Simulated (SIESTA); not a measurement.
Input of a SIESTA 5.4.2 run:

The input SnTe.fdf:

```
SystemName                      SnTe
SystemLabel                     SnTe
NumberOfSpecies                 2
NumberOfAtoms                   2
%block ChemicalSpeciesLabel
  1  52 Te
  2  50 Sn
%endblock ChemicalSpeciesLabel

LatticeConstant                 1.0 Ang
%block LatticeVectors
     0.0000000000     3.1508500000     3.1508500000
     3.1508500000     0.0000000000     3.1508500000
     3.1508500000     3.1508500000     0.0000000000
%endblock LatticeVectors
AtomicCoordinatesFormat         Fractional
%block AtomicCoordinatesAndAtomicSpecies
     0.5000000000     0.5000000000     0.5000000000  1  Te
     0.0000000000     0.0000000000     0.0000000000  2  Sn
%endblock AtomicCoordinatesAndAtomicSpecies

%block kgrid.MonkhorstPack
    7   0   0  0.0
    0   7   0  0.0
    0   0   7  0.0
%endblock kgrid.MonkhorstPack
XC.Functional                   GGA
XC.Authors                      AM05
PAO.BasisSize                   DZP
PAO.EnergyShift                 0.003 Ry
Mesh.Cutoff                     500 Ry
OccupationFunction              FD
ElectronicTemperature           0.05 eV
MaxSCFIterations                120
SCF.MustConverge                false
SCF.Mixer.Method                Pulay
SCF.Mixer.Weight                0.25
SCF.Mixer.History               8
SCF.DM.Tolerance                5.0e-05
SCF.H.Tolerance                 1.0e-03 eV
WriteForces                     true
Charge.Mulliken                 end
BandLinesScale                  ReciprocalLatticeVectors
%block BandLines
    1    0.000000   0.000000   0.000000  \Gamma
   12    0.500000   0.000000   0.500000  X
    6    0.500000   0.250000   0.750000  W
    4    0.375000   0.375000   0.750000  K
   13    0.000000   0.000000   0.000000  \Gamma
   11    0.500000   0.500000   0.500000  L
    8    0.625000   0.250000   0.625000  U
    4    0.500000   0.250000   0.750000  W
    9    0.500000   0.500000   0.500000  L
    8    0.375000   0.375000   0.750000  K
    1    0.625000   0.250000   0.625000  U
    4    0.500000   0.000000   0.500000  X
%endblock BandLines
%block PAO.Basis
  Te 4
  n=5 0 2
    5.613 0.000
  n=5 1 2
    7.253 0.000
  n=4 2 2
    3.267 0.000
  n=5 2 1
    7.253
  Sn 4
  n=5 0 2
    6.406 0.000
  n=5 1 2
    8.616 0.000
  n=4 2 2
    3.767 0.000
  n=5 2 1
    8.616
%endblock PAO.Basis
```

Potentials or basis: PseudoDojo 0.4 standard (PBEsol files), DZP (energy shift 0.003 Ry; two zetas on semicore shells).

Launch:

```sh
$ siesta < SnTe.fdf > SnTe.out 2>&1
```

(1) Predict the band gap along the path.

(2) Estimate the pressure.

Results:

(1) 0.09 eV, direct.

(2) 0.6 GPa.

Caveat: this odd mesh misses L, where the gap lies, so gap, dielectric constants and Born charges aren't listed; the potentials were made for another functional, which shifts forces and pressure; spin-orbit coupling is left out, which moves the levels of the heavy elements; the basis of atomic orbitals isn't converged, which shifts pressures, moduli and gaps.

**The experiment to reproduce.**

A printed reference work, textbook reports, for a bulk crystal of SnTe at 300 K: band gap 0.18 eV (direct).

A measured gap of SnTe is 0.18 eV (direct; 300 K; a printed reference work, textbook); the calculated 0.09 eV misses it by -0.09 eV. Spin-orbit coupling on Sn, Te is left out. The value is that of AM05 in an atomic basis (PseudoDojo 0.4 standard (PBEsol files), DZP (energy shift 0.003 Ry; two zetas on semicore shells)), whose error adds to the functional's,, without temperature or zero-point motion. Semilocal functionals fall short of measured gaps as a rule.
